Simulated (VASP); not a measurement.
Input of a VASP 6.6.1 run:

INCAR

```
SYSTEM = AgCl
PREC     = Accurate       ! precision mode
ENCUT    = 600            ! plane-wave cutoff, eV
EDIFF    = 1E-7           ! SCF threshold, eV
ISMEAR   = 0              ! smearing method
SIGMA    = 0.02           ! smearing width, eV
LREAL    = .FALSE.        ! projectors in reciprocal space
LASPH    = .TRUE.         ! aspherical terms in the spheres
NELM     = 100            ! most SCF steps
ALGO     = Normal         ! electronic algorithm
ISIF     = 3              ! what is computed and relaxed
LWAVE    = .FALSE.        ! write WAVECAR
LCHARG   = .FALSE.        ! write CHGCAR
GGA      = PE             ! functional
IVDW     = 12             ! dispersion correction
IBRION   = 2              ! ionic algorithm
NSW      = 70             ! ionic steps
EDIFFG   = -0.005         ! ionic threshold
```

KPOINTS

```
Automatic mesh
0
G
  8 8 8
  0 0 0
```

POSCAR

```
AgCl
1.0
    0.0000000000      2.8053419536      2.8053419536
    2.8053419536      0.0000000000      2.8053419536
    2.8053419536      2.8053419536      0.0000000000
Ag Cl
1 1
Direct
    0.0000000000      0.0000000000      0.0000000000
    0.5000000000      0.5000000000      0.5000000000
```

Potentials or basis: VASP PAW PBE potentials, release 64 (Ag, Cl).

Command:

```console
$ cat potpaw_PBE.64/Ag/POTCAR potpaw_PBE.64/Cl/POTCAR > POTCAR
$ mpirun -np 1 vasp_std > vasp.out
```

Problem. Estimate the dispersion energy per atom.

Solution. -0.339 eV.

Problem. What does it give for the space group after relaxing (to 0.05 Å)?

Solution. Fm-3m (No. 225).

Problem. Estimate the band gap on the k mesh.

Solution. 0.91 eV, indirect (least direct gap 3.25 eV).

Final structure:
```
CELL_PARAMETERS angstrom
0.00000 2.75381 2.75381
2.75381 0.00000 2.75381
2.75381 2.75381 0.00000
ATOMIC_POSITIONS crystal
Ag 0.00000 0.00000 0.00000
Cl 0.50000 0.50000 0.50000
```

A k mesh can miss the band edges. Expect the measured gap to be larger: semilocal functionals such as PBE lack the derivative discontinuity.
